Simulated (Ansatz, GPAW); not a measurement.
# pyrazine between two Pd chains: relaxation, then transmission at several levels, part 2 of 2

Aim: the conductance of pyrazine between two Pd chains after relaxation, and whether geometry, basis or functional moves it most.

GPAW 26.7.0 and Ansatz 0.2.0; Ansatz plane waves; relaxation of the junction with the lead ends held; PAW set soft_1 (the session's first sound run).

So far, transmission at the Fermi level (one spin): step 3 (plane-wave reference (PBE)) 0.225.

## (4) Double-zeta polarised basis

The script solves lead and junction separately, takes H and S in the orbital basis, and joins semi-infinite leads through their self-energies; the dzp basis is the working standard.

This step: GPAW LCAO, PAW setups; Landauer transmission from Green's functions with principal layers (ASE), zero bias (GPAW 26.7.0).

File run.py:

```python
import json
import numpy as np
from ase import Atoms
from ase.transport.calculators import TransportCalculator
from gpaw import GPAW, FermiDirac
from gpaw.lcao.tools import get_lcao_hamiltonian
from scipy.linalg import eigh

# The junction with lead layers at both ends, along the third cell vector
device = Atoms(
    ['Pd', 'Pd', 'Pd', 'Pd', 'Pd', 'Pd', 'Pd', 'Pd', 'N', 'H', 'H', 'C', 'C', 'C', 'C', 'H', 'H', 'N', 'Pd', 'Pd', 'Pd', 'Pd', 'Pd', 'Pd', 'Pd', 'Pd'],
    positions=[
        [5.31574, 4.50000, 1.25000],
        [5.31574, 4.50000, 3.75000],
        [5.31574, 4.50000, 6.25000],
        [5.31574, 4.50000, 8.75000],
        [5.31574, 4.50000, 11.25000],
        [5.31574, 4.50000, 13.75000],
        [4.73249, 4.46118, 16.20880],
        [5.44742, 4.50534, 18.66513],
        [5.39941, 4.50563, 20.76826],
        [7.48310, 4.52269, 20.96190],
        [3.31891, 4.48906, 20.96424],
        [4.26060, 4.49698, 21.51059],
        [6.54092, 4.51510, 21.50804],
        [4.26267, 4.49662, 22.90012],
        [6.54295, 4.51566, 22.89646],
        [3.32244, 4.48974, 23.44904],
        [7.48648, 4.52318, 23.44020],
        [5.40351, 4.50613, 23.63926],
        [5.45486, 4.50612, 25.74198],
        [4.75954, 4.49794, 28.20238],
        [5.31574, 4.50000, 30.66565],
        [5.31574, 4.50000, 33.16565],
        [5.31574, 4.50000, 35.66565],
        [5.31574, 4.50000, 38.16565],
        [5.31574, 4.50000, 40.66565],
        [5.31574, 4.50000, 43.16565]],
    cell=[[10.63147, 0.0, 0.0], [0.0, 9.0, 0.0], [0.0, 0.0, 44.41565]],
    pbc=True)

# One principal layer of the lead: the first 5 atoms of the device
lead = Atoms(
    ['Pd', 'Pd', 'Pd', 'Pd', 'Pd'],
    positions=[
        [5.31574, 4.50000, 1.25000],
        [5.31574, 4.50000, 3.75000],
        [5.31574, 4.50000, 6.25000],
        [5.31574, 4.50000, 8.75000],
        [5.31574, 4.50000, 11.25000]],
    cell=[[10.63147, 0.0, 0.0], [0.0, 9.0, 0.0], [0.0, 0.0, 12.5]],
    pbc=True)

settings = dict(mode='lcao', basis='dzp', xc='PBE', h=0.18,
                occupations=FermiDirac(0.1), maxiter=250,
                mixer=dict(beta=0.1, nmaxold=8, weight=100.0),
                convergence=dict(density=0.0001))
energies = np.arange(-2, 2 + 1e-9, 0.025)
eta = 0.0001
n1, n2 = 1, 1
# k and -k transmit alike, so half of the mesh across the current serves
mesh = [(i, j) for i in range(n1) for j in range(n2) if (i, j) <= (-i % n1, -j % n2)]
weights = np.array([1 if (i, j) == (-i % n1, -j % n2) else 2 for i, j in mesh]) / (n1 * n2)

# [... helper functions left out ...]
fermi_lead = ground_state(lead, (1, 1, 9), 'lead.txt')
fermi_device = ground_state(device, (1, 1, 2), 'device.txt')
# [... loop over the mesh left out, but for ...]
        # Shift the lead onto the potential of the device's first layer
        shift = ((H[:, 0, 0] - H0[:, 0, 0]) / S0[0, 0]).real.mean()
# [...]
kT = 8.617333e-5 * 300
bias = [0.1, 0.2, 0.5, 1.0, 1.5, 2.0]
# [... integrals and printing left out ...]
```

The run is started by

```sh
$ OMP_NUM_THREADS=1 OPENBLAS_NUM_THREADS=1 python run.py
```

Wall time 8.7 min (1 thread of Arm Neoverse V2, shared host); peak memory 2.9 GiB.

This step gave:

```yaml
conductance: 0.2010 G₀
largest_coupling_past_the_next_principal_layer: 1.07e-4 eV
largest_misfit_of_the_first_principal_layer: 0.06856 eV
shift_that_aligns_the_lead: -8.85e-4 eV
basis_functions_of_the_junction: 530
basis_functions_of_a_principal_layer: 135
transmission_at_the_fermi_level_one_spin: 0.2020
```

One spin. Transmission, zone mean against energy, zero at the Fermi level:

energy (eV), transmission, zone mean and a bar:
```
   -2.000       0.11 ###
   -1.900       0.20 ######
   -1.800       0.25 #######
   -1.700       0.26 ########
   -1.600       0.27 ########
   -1.500       0.29 #########
   -1.400       0.32 ##########
   -1.300       0.35 ##########
   -1.250       0.36 ###########
   -1.200       0.35 ###########
   -1.100       0.32 #########
   -1.000       0.29 #########
   -0.900       0.20 ######
   -0.800       0.30 #########
   -0.700       0.66 ####################
   -0.650       0.75 ######################
   -0.600       0.63 ###################
   -0.500       0.54 ################
   -0.450       1.00 ##############################
   -0.400       0.58 #################
   -0.300       0.48 ##############
   -0.200       0.44 #############
   -0.100       0.35 ###########
    0.000       0.20 ######
    0.100       0.05 #
    0.200       0.00 
    0.300       0.00 
    0.400       0.00 
    0.500       0.00 
    0.600       0.00 
    0.700       0.00 
    0.800       0.00 
    0.900       0.00 
    1.000       0.00 
    1.100       0.00 
    1.200       0.00 
    1.300       0.00 
    1.400       0.00 
    1.500       0.00 
    1.600       0.00 
    1.700       0.00 
    1.800       0.01 
    1.900       0.01 
    2.000       0.01
```

Not self-consistent under bias; the bias window is split evenly. The current through one cell, from the zero-bias transmission by bias:

| bias (V) | current through one cell, from the zero-bias transmission (μA) |
| --- | --- |
| 0.100 | 1.56 |
| 0.200 | 3.10 |
| 0.500 | 8.07 |
| 1.000 | 19.5 |
| 1.500 | 31.3 |
| 2.000 | 36.8 |

Table of transmission of the three most open eigenchannels by energy, zero at the Fermi level:

| energy (eV) | channel 1 | channel 2 | channel 3 |
| --- | --- | --- | --- |
| -2.000 | 0.0776 | 0.0363 | 8.7e-5 |
| -1.900 | 0.155 | 0.0443 | 1.9e-4 |
| -1.800 | 0.199 | 0.0491 | 4.0e-4 |
| -1.700 | 0.210 | 0.0480 | 7.4e-4 |
| -1.600 | 0.222 | 0.0432 | 0.00128 |
| -1.500 | 0.248 | 0.0380 | 0.00202 |
| -1.400 | 0.284 | 0.0341 | 0.00292 |
| -1.300 | 0.315 | 0.0312 | 0.00385 |
| -1.200 | 0.319 | 0.0283 | 0.00459 |
| -1.100 | 0.288 | 0.0231 | 0.00489 |
| -1.000 | 0.258 | 0.0226 | 0.00412 |
| -0.900 | 0.174 | 0.0184 | 0.00246 |
| -0.800 | 0.259 | 0.0287 | 0.00676 |
| -0.700 | 0.559 | 0.0796 | 0.0109 |
| -0.600 | 0.533 | 0.0701 | 0.0211 |
| -0.500 | 0.527 | 0.00908 | 0.00329 |
| -0.400 | 0.501 | 0.0752 | 9.9e-4 |
| -0.300 | 0.265 | 0.216 | 0.00141 |
| -0.200 | 0.283 | 0.155 | 0.00177 |
| -0.100 | 0.228 | 0.121 | 0.00198 |
| 0.000 | 0.120 | 0.0787 | 0.00170 |
| 0.100 | 0.0279 | 0.0173 | 7.1e-4 |
| 0.200 | 2.9e-4 | 5.7e-9 | 4.5e-12 |
| 0.300 | 1.1e-5 | 6.3e-9 | 0 |
| 0.400 | 1.4e-4 | 6.1e-9 | 0 |
| 0.500 | 2.8e-4 | 6.1e-9 | 0 |
| 0.600 | 4.3e-4 | 6.2e-9 | 0 |
| 0.700 | 5.8e-4 | 6.3e-9 | 0 |
| 0.800 | 7.5e-4 | 6.3e-9 | 0 |
| 0.900 | 9.5e-4 | 6.4e-9 | 0 |
| 1.000 | 0.00118 | 6.5e-9 | 0 |
| 1.100 | 0.00145 | 6.6e-9 | 0 |
| 1.200 | 0.00177 | 6.7e-9 | 0 |
| 1.300 | 0.00215 | 6.7e-9 | 0 |
| 1.400 | 0.00260 | 6.8e-9 | 0 |
| 1.500 | 0.00314 | 6.9e-9 | 0 |
| 1.600 | 0.00379 | 6.9e-9 | 0 |
| 1.700 | 0.00458 | 6.9e-9 | 0 |
| 1.800 | 0.00555 | 7.0e-9 | 0 |
| 1.900 | 0.00674 | 7.0e-9 | 0 |
| 2.000 | 0.00820 | 7.0e-9 | 0 |

At the Fermi level T is 0.202 against 0.225 in plane waves. Couplings past the next layer reach 1.1e-4 eV, small enough to drop; the matrix elements of the cell's first layer differ from the bulk lead's by up to 0.069 eV. That layer keeps its own values in the calculation, and only beyond it is the lead taken as perfect. The Fermi levels of lead and junction count from different zeros of potential, one for each periodic cell; with both set to zero, the small remaining shift is what aligns them. By hand: G = 0.2010 × 77.48 μS = 15.6 μS, a resistance of 64.2 kΩ; at 0.1 V a linear junction would pass 1.56 μA, and the integral over the bias window gives 1.56 μA.

## (5) GPAW, szp: basis = "szp(dzp)"

The second zeta is dropped, the polarisation orbitals stay.

run.py: that of step 4 with these lines changed.

```diff
@@ -53,3 +53,3 @@
 
-settings = dict(mode='lcao', basis='dzp', xc='PBE', h=0.18,
+settings = dict(mode='lcao', basis='szp(dzp)', xc='PBE', h=0.18,
                 occupations=FermiDirac(0.1), maxiter=250,
```

Run time: 5.5 min. Hardware: 1 thread; peak memory 2.7 GiB.

This step gave:

```yaml
conductance: 0.1210 G₀
largest_coupling_past_the_next_principal_layer: 1.09e-4 eV
largest_misfit_of_the_first_principal_layer: 0.02971 eV
shift_that_aligns_the_lead: -0.001425 eV
basis_functions_of_the_junction: 310
basis_functions_of_a_principal_layer: 75
transmission_at_the_fermi_level_one_spin: 0.1113
```

The conductance, 0.121 G₀, lies 40 % below that of the dzp run. At 0.1 eV T drops to or jumps from 9.5e-5 where the lead's channel count changes: a band edge of the lead lies in the thermal window, and enters the average.

## (6) Minimal basis

The minimal basis is the cheapest rung: no second zeta and no polarisation.

run.py: that of step 5 with these lines changed.

```diff
@@ -53,3 +53,3 @@
 
-settings = dict(mode='lcao', basis='szp(dzp)', xc='PBE', h=0.18,
+settings = dict(mode='lcao', basis='sz(dzp)', xc='PBE', h=0.18,
                 occupations=FermiDirac(0.1), maxiter=250,
```

The job ended after 4.6 min (1 thread; peak memory 2.6 GiB).

This step gave:

| Item | Value |
| --- | --- |
| conductance | 0.1686 G₀ |
| largest coupling past the next principal layer | 1.08e-4 eV |
| largest misfit of the first principal layer | 0.02481 eV |
| shift that aligns the lead | -0.001540 eV |
| basis functions of the junction | 220 |
| basis functions of a principal layer | 60 |
| transmission at the Fermi level (one spin) | 0.1629 |

One spin. Table of transmission, zone mean by energy, zero at the Fermi level:

| energy (eV) | transmission, zone mean |
| --- | --- |
| -2.000 | 0.232 |
| -1.900 | 0.281 |
| -1.800 | 0.292 |
| -1.700 | 0.299 |
| -1.600 | 0.316 |
| -1.500 | 0.343 |
| -1.400 | 0.366 |
| -1.350 | 0.370 |
| -1.300 | 0.365 |
| -1.200 | 0.325 |
| -1.100 | 0.276 |
| -1.000 | 0.232 |
| -0.900 | 0.615 |
| -0.800 | 0.924 |
| -0.750 | 1.00 |
| -0.700 | 0.579 |
| -0.600 | 0.417 |
| -0.550 | 0.964 |
| -0.500 | 0.498 |
| -0.400 | 0.313 |
| -0.300 | 0.445 |
| -0.200 | 0.541 |
| -0.100 | 0.429 |
| 0.000 | 0.163 |
| 0.100 | 0.00102 |
| 0.200 | 4.3e-5 |
| 0.300 | 1.4e-7 |
| 0.400 | 4.0e-6 |
| 0.500 | 1.0e-5 |
| 0.600 | 1.7e-5 |
| 0.700 | 2.5e-5 |
| 0.800 | 3.4e-5 |
| 0.900 | 4.6e-5 |
| 1.000 | 6.2e-5 |
| 1.100 | 8.3e-5 |
| 1.200 | 1.1e-4 |
| 1.300 | 1.5e-4 |
| 1.400 | 2.0e-4 |
| 1.500 | 2.6e-4 |
| 1.600 | 3.5e-4 |
| 1.700 | 4.6e-4 |
| 1.800 | 6.0e-4 |
| 1.900 | 7.8e-4 |
| 2.000 | 0.00101 |

The conductance, 0.169 G₀, lies 16 % below that of the dzp run.

## (7) LDA in the dzp basis: xc = "LDA"

Back in the dzp basis, the functional changes from PBE to LDA, to set the spread between functionals beside that between bases.

run.py: that of step 6 with these lines changed.

```diff
@@ -53,3 +53,3 @@
 
-settings = dict(mode='lcao', basis='sz(dzp)', xc='PBE', h=0.18,
+settings = dict(mode='lcao', basis='dzp', xc='LDA', h=0.18,
                 occupations=FermiDirac(0.1), maxiter=250,
```

The job ended after 8.2 min (1 thread; peak memory 2.9 GiB).

Numbers from this step:

* conductance: 0.2198 G₀
* largest coupling past the next principal layer: 1.19e-4 eV
* largest misfit of the first principal layer: 0.07034 eV
* shift that aligns the lead: -8.80e-4 eV
* basis functions of the junction: 530
* basis functions of a principal layer: 135
* transmission at the Fermi level (one spin): 0.2197

The conductance, 0.220 G₀, lies 9.4 % above that of the dzp run.

## (8) The structure as built: geometry = "as built"

The dzp basis with PBE on the structure as first built shows what the relaxation was worth.

run.py: that of step 7 with these lines changed.

```diff
@@ -18,16 +18,16 @@
         [5.31574, 4.50000, 13.75000],
-        [4.73249, 4.46118, 16.20880],
-        [5.44742, 4.50534, 18.66513],
-        [5.39941, 4.50563, 20.76826],
-        [7.48310, 4.52269, 20.96190],
-        [3.31891, 4.48906, 20.96424],
-        [4.26060, 4.49698, 21.51059],
-        [6.54092, 4.51510, 21.50804],
-        [4.26267, 4.49662, 22.90012],
-        [6.54295, 4.51566, 22.89646],
-        [3.32244, 4.48974, 23.44904],
-        [7.48648, 4.52318, 23.44020],
-        [5.40351, 4.50613, 23.63926],
-        [5.45486, 4.50612, 25.74198],
-        [4.75954, 4.49794, 28.20238],
+        [5.31574, 4.50000, 16.25000],
+        [5.31574, 4.50000, 18.75000],
+        [5.31574, 4.50000, 20.79000],
+        [7.38147, 4.50000, 20.94845],
+        [3.25000, 4.50000, 20.94845],
+        [4.17383, 4.50000, 21.51522],
+        [6.45764, 4.50000, 21.51522],
+        [4.17383, 4.50000, 22.90043],
+        [6.45764, 4.50000, 22.90043],
+        [3.25000, 4.50001, 23.46720],
+        [7.38147, 4.50000, 23.46720],
+        [5.31574, 4.50000, 23.62565],
+        [5.31574, 4.50000, 25.66565],
+        [5.31574, 4.50000, 28.16565],
         [5.31574, 4.50000, 30.66565],
@@ -53,3 +53,3 @@
 
-settings = dict(mode='lcao', basis='dzp', xc='LDA', h=0.18,
+settings = dict(mode='lcao', basis='dzp', xc='PBE', h=0.18,
                 occupations=FermiDirac(0.1), maxiter=250,
```

The job ended after 6.4 min (1 thread; peak memory 2.9 GiB).

Numbers from this step:

| Quantity | Value |
| --- | --- |
| conductance | 0.4246 G₀ |
| largest coupling past the next principal layer | 1.07e-4 eV |
| largest misfit of the first principal layer | 0.06005 eV |
| shift that aligns the lead | -6.85e-4 eV |
| transmission at the Fermi level (one spin) | 0.4406 |

The conductance, 0.425 G₀, lies 111 % above that of the dzp run.

## (9) All levels side by side

Times are wall times on the hardware named with each run. The series side by side:

| no. | run | conductance (G₀) | time | memory (GiB) |
| --- | --- | --- | --- | --- |
| 1 | pw PBE | 0.2225 | 4.1 min | 7 |
| 2 | dzp | 0.2010 | 8.7 min | 2.9 |
| 3 | szp | 0.1210 | 5.5 min | 2.7 |
| 4 | sz | 0.1686 | 4.6 min | 2.6 |
| 5 | dzp LDA | 0.2198 | 8.2 min | 2.9 |
| 6 | asbuilt | 0.4246 | 6.4 min | 2.9 |

## (10) Comparison

The curves are compared point by point over the common energies.

This step: comparison of transmission and cost over codes, levels and geometry; PAW set soft_1 (GPAW 26.7.0).

Ladder, by row:

| step | code | T at the Fermi level (sum over the listed spins) | conductance (G0) | r.m.s. T(E) from the first | wall time (s) | peak memory (GiB) | threads |
| --- | --- | --- | --- | --- | --- | --- | --- |
| pw-pbe | Ansatz | 0.2251 | 0.2225 | 0 | 244.8 | 7 | 4 |
| dzp | GPAW | 0.202 | 0.201 | 0.1077 | 519.7 | 2.88 | 1 |
| szp | GPAW | 0.1113 | 0.121 | 0.1311 | 332.1 | 2.74 | 1 |
| sz | GPAW | 0.1629 | 0.1686 | 0.1174 | 274.7 | 2.61 | 1 |
| dzp-LDA | GPAW | 0.2197 | 0.2198 | 0.1143 | 491.6 | 2.88 | 1 |
| asbuilt | GPAW | 0.4406 | 0.4246 | 0.1272 | 381.7 | 2.88 | 1 |

Transmission, zone mean, sum over the listed spins against energy, zero at the Fermi level:

| energy (eV) | pw-pbe | dzp | szp | sz | dzp-LDA | asbuilt |
| --- | --- | --- | --- | --- | --- | --- |
| -2.000 | 0.143 | 0.114 | 0.204 | 0.232 | 0.120 | 0.172 |
| -1.800 | 0.272 | 0.248 | 0.298 | 0.292 | 0.261 | 0.184 |
| -1.600 | 0.283 | 0.267 | 0.319 | 0.316 | 0.278 | 0.251 |
| -1.400 | 0.337 | 0.321 | 0.357 | 0.366 | 0.331 | 0.351 |
| -1.325 | 0.349 | 0.345 | 0.353 | 0.369 | 0.355 | 0.396 |
| -1.200 | 0.315 | 0.351 | 0.295 | 0.325 | 0.364 | 0.473 |
| -1.000 | 0.174 | 0.285 | 0.214 | 0.232 | 0.315 | 0.537 |
| -0.800 | 0.569 | 0.297 | 0.865 | 0.924 | 0.207 | 0.515 |
| -0.775 | 0.599 | 0.437 | 0.970 | 0.997 | 0.280 | 0.511 |
| -0.750 | 0.609 | 0.553 | 0.951 | 1.00 | 0.413 | 0.510 |
| -0.650 | 0.373 | 0.748 | 0.324 | 0.359 | 0.658 | 0.669 |
| -0.600 | 0.293 | 0.634 | 0.978 | 0.417 | 0.705 | 0.557 |
| -0.575 | 0.372 | 0.527 | 0.985 | 0.890 | 0.652 | 0.537 |
| -0.550 | 0.973 | 0.457 | 0.755 | 0.964 | 0.572 | 0.532 |
| -0.525 | 1.00 | 0.441 | 0.538 | 0.693 | 0.510 | 0.534 |
| -0.450 | 0.644 | 1.00 | 0.314 | 0.344 | 0.870 | 0.499 |
| -0.400 | 0.521 | 0.578 | 0.298 | 0.313 | 0.856 | 0.499 |
| -0.200 | 0.436 | 0.441 | 0.521 | 0.541 | 0.478 | 0.515 |
| 0.000 | 0.225 | 0.202 | 0.111 | 0.163 | 0.220 | 0.441 |
| 0.200 | 8.5e-4 | 2.9e-4 | 5.5e-4 | 4.3e-5 | 7.4e-4 | 0.00520 |
| 0.400 | 5.1e-5 | 1.4e-4 | 7.3e-4 | 4.0e-6 | 3.2e-5 | 2.1e-4 |
| 0.600 | 3.3e-4 | 4.3e-4 | 8.0e-4 | 1.7e-5 | 2.4e-4 | 0.00118 |
| 0.800 | 6.9e-4 | 7.5e-4 | 9.5e-4 | 3.4e-5 | 5.0e-4 | 0.00205 |
| 1.000 | 0.00118 | 0.00118 | 0.00118 | 6.2e-5 | 8.5e-4 | 0.00282 |
| 1.200 | 0.00188 | 0.00177 | 0.00154 | 1.1e-4 | 0.00134 | 0.00358 |
| 1.400 | 0.00288 | 0.00260 | 0.00206 | 2.0e-4 | 0.00203 | 0.00440 |
| 1.600 | 0.00435 | 0.00379 | 0.00278 | 3.5e-4 | 0.00303 | 0.00535 |
| 1.800 | 0.00657 | 0.00555 | 0.00382 | 6.0e-4 | 0.00451 | 0.00646 |
| 2.000 | 0.0100 | 0.00820 | 0.00531 | 0.00101 | 0.00670 | 0.00784 |

## (11) Other settings

One more run, with changed settings.

This step: GPAW LCAO, PAW setups; Landauer transmission from Green's functions with principal layers (ASE), zero bias (GPAW 26.7.0).

run.py: that of step 8 with these lines changed.

```diff
@@ -18,16 +18,16 @@
         [5.31574, 4.50000, 13.75000],
-        [5.31574, 4.50000, 16.25000],
-        [5.31574, 4.50000, 18.75000],
-        [5.31574, 4.50000, 20.79000],
-        [7.38147, 4.50000, 20.94845],
-        [3.25000, 4.50000, 20.94845],
-        [4.17383, 4.50000, 21.51522],
-        [6.45764, 4.50000, 21.51522],
-        [4.17383, 4.50000, 22.90043],
-        [6.45764, 4.50000, 22.90043],
-        [3.25000, 4.50001, 23.46720],
-        [7.38147, 4.50000, 23.46720],
-        [5.31574, 4.50000, 23.62565],
-        [5.31574, 4.50000, 25.66565],
-        [5.31574, 4.50000, 28.16565],
+        [4.73249, 4.46118, 16.20880],
+        [5.44742, 4.50534, 18.66513],
+        [5.39941, 4.50563, 20.76826],
+        [7.48310, 4.52269, 20.96190],
+        [3.31891, 4.48906, 20.96424],
+        [4.26060, 4.49698, 21.51059],
+        [6.54092, 4.51510, 21.50804],
+        [4.26267, 4.49662, 22.90012],
+        [6.54295, 4.51566, 22.89646],
+        [3.32244, 4.48974, 23.44904],
+        [7.48648, 4.52318, 23.44020],
+        [5.40351, 4.50613, 23.63926],
+        [5.45486, 4.50612, 25.74198],
+        [4.75954, 4.49794, 28.20238],
         [5.31574, 4.50000, 30.66565],
@@ -54,4 +54,4 @@
 settings = dict(mode='lcao', basis='dzp', xc='PBE', h=0.18,
-                occupations=FermiDirac(0.1), maxiter=250,
-                mixer=dict(beta=0.1, nmaxold=8, weight=100.0),
+                occupations=FermiDirac(0.1), maxiter=100,
+                mixer=dict(beta=0.7, nmaxold=1, weight=1.0),
                 convergence=dict(density=0.0001))
```

Elapsed: 5.6 min, on 1 thread; peak memory 0.7 GiB.

The run stopped without converging, so none of its numbers is a property of the system.

The fault put into the input: mixing far too strong, under a cap of 100 iterations, which ended the run (beta = 0.7, nmaxold = 1 and weight = 1.0).

## (12) What came out

```json
{"conductance": "0.201 G₀", "transmission at the Fermi level, mean of the spins": "0.202"}
```

**Reading.** In the dzp basis the junction conducts 0.201 G₀ at 300 K, with T = 0.202 a spin at the Fermi level; no smaller basis tried comes within 10 % of that conductance. Relaxation moved atoms by up to 0.59 Å and took the conductance from 0.425 to 0.201 G₀, as a ratio a larger change than the step from dzp to the minimal basis. Plane waves (PBE) give T = 0.225 there. At the Fermi level two eigenchannels carry the current (0.12 and 0.079). Measured against the first run (pw-pbe), the nearest curve is that of dzp (r.m.s. 0.11) and the farthest that of szp (0.13). Over the compared runs wall time goes from 245 s (pw-pbe) to 520 s (dzp), on a shared host; the plane-wave run used 4 threads and the orbital runs 1. The leads kept an estimated spacing and the cell its length, so the junction may be under some tension or compression. The run had no spin polarisation, so a magnetic state, which chains and small molecules with open shells often have, wasn't tested. Semilocal functionals put molecular levels too near the Fermi level, so such conductances usually come out too high, and chain electrodes have a sharper density of states than real ones. An evenly spaced straight chain is an idealisation: free chains tend to dimerise, zigzag or, where a band edge lies near the Fermi level, turn magnetic. The currents use the zero-bias T(E) throughout, which holds only while the bias is small against the distance to the nearest feature. The thermopower isn't quoted: it samples T(E) farther from the Fermi level than the conductance does, and the energy grid wasn't tested for it.

[Logs are printed without paths, hosts, clocks, repeated set-up lines and the standing remarks that a program may print on its own settings, such as how far it seeks lower states.]

[Hosts, paths, dates, database ids (printed as entryN), source tags and the programs' standing remarks are cut or masked in the printed files.]
